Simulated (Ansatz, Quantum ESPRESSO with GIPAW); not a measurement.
# NaH: NMR parameters from first principles

Wanted: NMR shieldings for each site of NaH.

**The experiment.** The 1H shift is 3.7 ppm against TMS, in “Coupling Solid-State NMR with GIPAW ab-initio Calculations in Metal Hydrides and Borohydrides” (Franco et al., J. Phys. Chem. C 117, 9991, 2013). The 23Na shift is 18.8 ppm against aqueous Na+, in “Solid-State Nuclear Magnetic Resonance Studies of Lithium and Sodium Metal Batteries” (Zheng et al., J. Phys. Chem. C 128, 18659, 2024), quoting earlier work.

Calculated with Quantum ESPRESSO with GIPAW 8.0dev (patched build); DFT, PBE, plane-wave PAW (pslibrary 1.0.0 recipes), scalar-relativistic, GIPAW; a patched development version of the program.

## Step 1: The structure

It takes space group Fm-3m (No. 225, cubic). Conventional cell: a = 4.880 Å, b = 4.880 Å, c = 4.880 Å, α = 90.00°, β = 90.00°, γ = 90.00°. Nearest to Na lie 6 H at 2.44 Å. Nearest to H lie 6 Na at 2.44 Å. Farther neighbours are not listed.

The cell is an entry of the Crystallography Open Database.

A relaxation of the atoms beforehand (Quantum ESPRESSO with GIPAW) moved none by more than 0.003 Å.

## Step 2: Ground state

GIPAW is a response on top of the ground state, so the wavefunctions come first. Their errors pass straight into the induced current, hence the tight threshold. No empty states are asked for: the response is solved without them. The mesh has a spacing of 0.28 Å⁻¹ at most. The PAW files were made with ld1.x from the pslibrary 1.0.0 recipes, with GIPAW reconstruction switched on.

The input, scf.in:

```
&control
  calculation = 'scf'
  prefix = 'x'
  outdir = './tmp/'
  pseudo_dir = './'
/
&system
  ibrav = 0
  nat = 2
  ntyp = 2
  ecutwfc = 75
  ecutrho = 450
  nbnd = 5
/
&electrons
  conv_thr = 1.0d-10
  mixing_beta = 0.7
  electron_maxstep = 100
/
ATOMIC_SPECIES
  Na 22.990 Na.pbe-spn-kjpaw_psl.1.0.0-gipaw.UPF
  H 1.008 H.pbe-kjpaw_psl.1.0.0-gipaw.UPF
CELL_PARAMETERS angstrom
  0.00000000 2.44000000 2.44000000
  2.44000000 0.00000000 2.44000000
  2.44000000 2.44000000 0.00000000
ATOMIC_POSITIONS crystal
  Na 0.00000000 0.00000000 0.00000000
  H 0.50000000 0.50000000 0.50000000
K_POINTS automatic
  8 8 8 0 0 0
```

On the command line:

```bash
mpirun -np 4 pw.x -nk 4 -in scf.in > scf.out
```

Log:

```text
using ibrav=0 with symmetry is DISCOURAGED, use correct ibrav instead

     bravais-lattice index     =            0
     lattice parameter (alat)  =       6.5208  a.u.
     unit-cell volume          =     196.0632 (a.u.)^3
     number of atoms/cell      =            2
     number of atomic types    =            2
     number of electrons       =        10.00
     number of Kohn-Sham states=            5
     kinetic-energy cutoff     =      75.0000  Ry
     charge density cutoff     =     450.0000  Ry
     scf convergence threshold =      1.0E-10
     mixing beta               =       0.7000
     number of iterations used =            8  plain     mixing
     Exchange-correlation= SLA-PW-PBX-PBC
                           (   1   4   3   4   0   0   0)
[...]
Na                9.00    22.99000     Na( 1.00)
     H                 1.00     1.00800     H ( 1.00)

     48 Sym. Ops., with inversion, found
[...]
number of k points=    29
[...]
Dense  grid:    31415 G-vectors     FFT dimensions: (  45,  45,  45)

     Smooth grid:    17153 G-vectors     FFT dimensions: (  36,  36,  36)

     Initial potential from superposition of free atoms

     starting charge       9.9937, renormalised to      10.0000
     Starting wfcs are    6 randomized atomic wfcs

     Self-consistent Calculation

     iteration #  1     ecut=    75.00 Ry     beta= 0.70
     Davidson diagonalization with overlap
     ethr =  1.00E-02,  avg # of iterations =  1.0

     total energy              =    -110.40028760 Ry
     estimated scf accuracy    <       0.11892409 Ry

     iteration #  2     ecut=    75.00 Ry     beta= 0.70
     Davidson diagonalization with overlap
     ethr =  1.19E-03,  avg # of iterations =  3.4

     total energy              =    -110.44061024 Ry
     estimated scf accuracy    <       0.00465000 Ry

     iteration #  3     ecut=    75.00 Ry     beta= 0.70
     Davidson diagonalization with overlap
     ethr =  4.65E-05,  avg # of iterations =  4.2

     total energy              =    -110.44382344 Ry
     estimated scf accuracy    <       0.00032086 Ry

[...]
total energy              =    -110.44402790 Ry
[...]
iteration # 14     ecut=    75.00 Ry     beta= 0.70
     Davidson diagonalization with overlap
     ethr =  2.34E-11,  avg # of iterations =  2.1

     total energy              =    -110.44402790 Ry
     estimated scf accuracy    <          7.5E-10 Ry

     iteration # 15     ecut=    75.00 Ry     beta= 0.70
     Davidson diagonalization with overlap
     ethr =  7.47E-12,  avg # of iterations =  4.2

     End of self-consistent calculation
     [one-electron energies left out]

!    total energy              =    -110.44402790 Ry
     total all-electron energy =      -326.062453 Ry
     estimated scf accuracy    <          1.6E-11 Ry

     The total energy is the sum of the following terms:
     one-electron contribution =     -79.78894011 Ry
     hartree contribution      =      42.84661555 Ry
     xc contribution           =     -15.44584320 Ry
     ewald contribution        =     -42.89522205 Ry
     one-center paw contrib.   =     -15.16063810 Ry

     convergence has been achieved in  15 iterations
[...]
JOB DONE.
```

Run time: 5.3 s. Hardware: 4 MPI ranks of Arm Neoverse V1, shared host; peak memory 0.26 GiB.

It converged in 15 cycles to an estimated accuracy of 2e-11 Ry, on 29 irreducible k-points.

## Step 3: Shieldings

The job finds the current that a weak uniform field induces (applied as a long wave, q_gipaw) and the field that this current makes at each nucleus. On atoms with p or d valence electrons much of the paramagnetic part arises close to the nucleus, where the PAW partial waves rebuild the true states. pawproj makes the reconstruction use the PAW data sets' own projectors.

The input, nmr.in:

```
&inputgipaw
  job = 'nmr'
  prefix = 'x'
  tmp_dir = './tmp/'
  restart_mode = 'from_scratch'
  verbosity = 'low'
  q_gipaw = 0.01
  spline_ps = .true.
  conv_threshold = 1.0d-11
  use_nmr_macroscopic_shape = .false.
  pawproj(1) = .true.
  pawproj(2) = .true.
/
```

On the command line:

```bash
mpirun -np 4 gipaw.x -in nmr.in > nmr.out
```

Log:

```text
[banner, memory and clock lines left out]
[a note of our patched build left out]

     Parallelizing q-star over 1 images

     IMPORTANT: XC functional enforced from input :
     Exchange-correlation= PBE
                           (   1   4   3   4   0   0   0)
     Any further DFT definition will be discarded
     Please, verify this is what you really want

[...]
projs nearly linearly dependent: l=0  n1,n2= 1, 2  s=  0.99968852
[...]
alpha_pv=    100.5739 eV

     spline_ps is .false., expect some extrapolation errors

     q-space interpolation up to    90.00 Rydberg

     GIPAW job: nmr
     NMR macroscopic correction: no
[...]
Computing the magnetic susceptibility     isolve=0    ethr=  0.1000E-10
     Starting from scratch
     k-point #    1 of    29      pool #  1    cpu time:       0.3
[...]
End of magnetic susceptibility calculation

     f-sum rule (1st term):
            -7.3137          0.0000          0.0000
             0.0000         -7.3137          0.0000
            -0.0000          0.0000         -7.3137

     f-sum rule (2nd term):
            -0.3971          0.0000          0.0000
             0.0000         -0.3971          0.0000
             0.0000         -0.0000         -0.3971

     f-sum rule (should be    -7.7090):
            -7.7108          0.0000          0.0000
             0.0000         -7.7108          0.0000
            -0.0000          0.0000         -7.7108

[... susceptibilities left out ...]
     Contributions to the NMR chemical shifts: -------------------------------

     Macroscopic shape contribution in ppm:                    0.00
             0.0000          0.0000          0.0000
             0.0000          0.0000          0.0000
             0.0000          0.0000          0.0000

     Core contribution in ppm:

     Atom  1  Na  pos: (  0.000000  0.000000  0.000000)  core sigma:         377.27
     Atom  2  H   pos: (  0.707107  0.707107  0.707107)  core sigma:           0.00

     Bare contribution in ppm:

     Atom  1  Na  pos: (  0.000000  0.000000  0.000000)  bare sigma:         128.43
[...]
Atom  2  H   pos: (  0.707107  0.707107  0.707107)  bare sigma:          20.80
[...]
Diamagnetic contribution in ppm:

     Atom  1  Na  pos: (  0.000000  0.000000  0.000000)  dia sigma:         108.26
[...]
Atom  2  H   pos: (  0.707107  0.707107  0.707107)  dia sigma:           0.93
[...]
Paramagnetic contribution in ppm:

     Atom  1  Na  pos: (  0.000000  0.000000  0.000000)  para sigma:         591.10
[...]
Atom  2  H   pos: (  0.707107  0.707107  0.707107)  para sigma:           0.00
[...]
Paramagnetic US occ-occ contribution in ppm:

     Atom  1  Na  pos: (  0.000000  0.000000  0.000000)  para_oo sigma:          -2.05
[...]
Atom  2  H   pos: (  0.707107  0.707107  0.707107)  para_oo sigma:           0.00
[...]
Paramagnetic US L_R Q_R contribution in ppm:

     Atom  1  Na  pos: (  0.000000  0.000000  0.000000)  para_lq sigma:        -667.43
[...]
Atom  2  H   pos: (  0.707107  0.707107  0.707107)  para_lq sigma:           0.00
[...]
Total NMR chemical shifts in ppm: ---------------------------------------
     (adopting the Simpson convention for anisotropy and asymmetry)-----------

     Atom  1  Na  pos: (  0.000000  0.000000  0.000000)  Total sigma:         535.57
           535.5720          0.0000          0.0000
             0.0000        535.5720          0.0000
             0.0000          0.0000        535.5720

     Na      1    anisotropy:      0.00    eta:    0.0000
[...]
Atom  2  H   pos: (  0.707107  0.707107  0.707107)  Total sigma:          21.73
            21.7283          0.0000         -0.0000
            -0.0000         21.7283         -0.0000
             0.0000         -0.0000         21.7283

     H       2    anisotropy:      0.00    eta:    0.0000
[...]
```

Wall time 33 s (4 MPI ranks); peak memory 0.23 GiB; 2.2 min of CPU time.

The f-sum rule is met to 0.0018 of 7.7 (0.02 %). Converged shieldings require that this miss be small, but a small miss does not prove them.

From the symmetric part of each tensor, with principal values σ11 ≤ σ22 ≤ σ33: σ_iso is their mean, the span is σ33 − σ11 and the skew 3(σ_iso − σ22)/span. (gipaw.x prints an anisotropy in another convention.)

```tsv
site	atom no.	atoms in cell	σ_iso (ppm)	span (ppm)	skew
Na	1	1	535.6	0.0	-
H	2	1	21.73	0.00	-
```

The macroscopic shape term is switched off. For a spherical sample the valence susceptibility of this run would add about 4 ppm to every site, a rough estimate, since the susceptibility converges slowly and lacks part of the PAW terms. Differences within the crystal don't depend on it, but shieldings of different compounds can't be compared to better than a few ppm without it.

Na and H sit on cubic site symmetry, where the tensor must be isotropic.

How the isotropic values are made up (ppm). The core part is that of the free atom's core; bare is the current of the smooth valence states; the last two are what the PAW spheres add to the diamagnetic and the paramagnetic current:

```tsv
site	core	bare	reconstruction, dia	reconstruction, para
Na	377.3	128.4	108.3	-78.4
H	0.0	20.8	0.9	0.0
```

The quadrupolar nuclei (23Na and 2H) sit on sites where the field gradient vanishes by symmetry, so they have no quadrupolar coupling.

## Step 4: NMR parameters by site

Covalently bonded atoms count as neighbours within 1.18 times the sum of their radii. Otherwise a cation's neighbours lie within 1.2 times its shortest bond (1.3 for large cations, each anion's radius taken off where they differ), and an anion's are the cations that count it.

```tsv
site	atom no.	atoms in cell	surroundings	bonds (Å)	σ_iso (ppm)
Na	1	1	NaH6	2.440	535.6
H	2	1	bound to Na6	2.440	21.73
```

## Step 5: What the settings change

Each row names what was changed: another mesh tests the sampling of the zone; another functional shows how far the paramagnetic term hangs on the exchange-correlation form; another cutoff tests the basis.

Changes of σ_iso (ppm) against the run above (PBE, cutoffs 75 and 450 Ry, mesh 8×8×8, 2.5 min). Times are CPU times of pw.x and gipaw.x together, on 4 MPI ranks of Arm Neoverse V1, shared host; on a shared host they are rough.

```tsv
run	CPU time	f-sum miss	Na	H
mesh 11×11×11	4.7 min	0.0018	+0.0	-0.00
LDA	2.4 min	0.0017	-8.6	-1.03
cutoffs 55 and 330 Ry (coarse on purpose)	78 s	0.010	-2.5	-0.01
mesh 5×5×5 (coarse on purpose)	60 s	0.0042	-0.2	+0.01
Wu-Cohen	2.5 min	0.0017	-1.7	-0.44
cutoffs 90 and 540 Ry	3.2 min	2.0e-4	+1.5	-0.00
```

The largest move is -8.6 ppm, on Na, from LDA.

## Step 6: A bad input

For contrast, the same job on a spoilt input.

Edit scf.in of step 2 so:

```diff
@@ -10,4 +10,4 @@
   ntyp = 2
-  ecutwfc = 75
-  ecutrho = 450
+  ecutwfc = 35
+  ecutrho = 140
   nbnd = 5
```

On the command line:

```bash
mpirun -np 4 pw.x -nk 4 -in scf.in > scf.out
```

This SCF reached its threshold; then the response:

nmr.in is that of step 3.

On the command line:

```bash
mpirun -np 4 gipaw.x -in nmr.in > nmr.out
```

Log:

```text
[banner, memory and clock lines left out]
[a note of our patched build left out]

     Parallelizing q-star over 1 images

     IMPORTANT: XC functional enforced from input :
     Exchange-correlation= PBE
                           (   1   4   3   4   0   0   0)
     Any further DFT definition will be discarded
     Please, verify this is what you really want

     Check: negative core charge=   -0.000009
[...]
projs nearly linearly dependent: l=0  n1,n2= 1, 2  s=  0.99968852
[...]
alpha_pv=    101.7130 eV

     spline_ps is .false., expect some extrapolation errors

     q-space interpolation up to    42.00 Rydberg

     GIPAW job: nmr
     NMR macroscopic correction: no
[...]
Computing the magnetic susceptibility     isolve=0    ethr=  0.1000E-10
     Starting from scratch
     k-point #    1 of    29      pool #  1    cpu time:       0.2
[...]
End of magnetic susceptibility calculation

     f-sum rule (1st term):
            -6.9685          0.0000         -0.0000
[...]
Paramagnetic contribution in ppm:

     Atom  1  Na  pos: (  0.000000  0.000000  0.000000)  para sigma:         422.04
[...]
Atom  2  H   pos: (  0.707107  0.707107  0.707107)  para sigma:           0.00
[...]
Paramagnetic US occ-occ contribution in ppm:

     Atom  1  Na  pos: (  0.000000  0.000000  0.000000)  para_oo sigma:           3.64
[...]
Atom  2  H   pos: (  0.707107  0.707107  0.707107)  para_oo sigma:           0.00
[...]
Paramagnetic US L_R Q_R contribution in ppm:

     Atom  1  Na  pos: (  0.000000  0.000000  0.000000)  para_lq sigma:        -533.81
[...]
Atom  2  H   pos: (  0.707107  0.707107  0.707107)  para_lq sigma:           0.00
[...]
Total NMR chemical shifts in ppm: ---------------------------------------
     (adopting the Simpson convention for anisotropy and asymmetry)-----------

     Atom  1  Na  pos: (  0.000000  0.000000  0.000000)  Total sigma:         507.74
[...]
Na      1    anisotropy:     -0.00    eta:    0.0000
[...]
Atom  2  H   pos: (  0.707107  0.707107  0.707107)  Total sigma:          21.64
[...]
H       2    anisotropy:     -0.00    eta:    0.0000
[...]
```

The job ended after 12 s (4 MPI ranks; peak memory 0.19 GiB).

The run ends without an error, but the fault (a lowered wave cutoff with a density cutoff of only 4 times it) moves σ_iso of Na by -27.8 ppm (both without the shape term); the f-sum rule is missed by 0.24 electrons. Its numbers are not to be used. The smooth density needs four times the wave cutoff, and augmentation charges more.

## Step 7: Comparison with the measured values

Without a fitted line the measured shift still tests the calculation: for an exact theory σ + δ is one number for all compounds of a nucleus, up to the shape term, which is left out of σ and differs by some ppm between compounds.

```tsv
nucleus, site	σ_iso (ppm)	measured δ (ppm)	σ + δ (ppm)	σ + δ of other compounds, same level
1H, H	21.73	3.7	25.43	LiH 25.85, MgH2 25.66
23Na, Na	535.6	18.8	554.4	NaCl 545.4, NaI 538.5, NaF 543.3
```

## Step 8: Summary of results

```yaml
23na_shielding_without_shape_term: 535.6 ppm
1h_shielding_without_shape_term: 21.73 ppm
```

What this shows: 23Na has one site (NaH6), with isotropic shielding 535.6 ppm (shape term left out). A shift needs a reference, δ = σ_ref − σ, fixed on measured compounds; for 23Na of this kind at this level too few were at hand, or they scattered too widely about a line, so none is given. For 1H, σ + δ is 25.43 ppm here and 25.76 ppm on average over 2 other sites: with that reference and slope one the shift would be off by +0.33 ppm. For 23Na, σ + δ is 554.4 ppm here and 542.4 ppm on average over 3 other sites: with that reference and slope one the shift would be off by -12.0 ppm. Going to mesh 11×11×11 changes no isotropic shielding by more than 0.006 ppm, so the main run is converged in that respect. Going to cutoffs 90 and 540 Ry changes no isotropic shielding by more than 1.5 ppm, a first measure of the error left in that respect. The cheaper run with cutoffs 55 and 330 Ry takes about 50 % of the time and is off by 2.5 ppm on Na. The largest change with the functional is 8.6 ppm in absolute shielding; part of that drops out once each functional has its own reference line. Hydrogen's values are less sure: the bulk susceptibility matters on its narrow scale, and it is treated as a fixed classical nucleus at 0 K. This build of gipaw.x prints that it is not audited and that its numbers are no references by themselves. It also reports spline_ps as false although the input sets it; why was not traced.

[Banner, clock, file and message-heading lines were taken out of the pw.x and gipaw.x logs.]

[Logs are printed without paths, hosts, clocks, repeated set-up lines and the standing remarks that a program may print on its own settings, such as how far it seeks lower states.]

[Hosts, paths, dates, database ids (printed as entryN), source tags and the programs' standing remarks are cut or masked in the printed files.]

[Where no reference line passes its bar on scatter, no shift is given, so a measured shift of this compound may stand uncompared.]
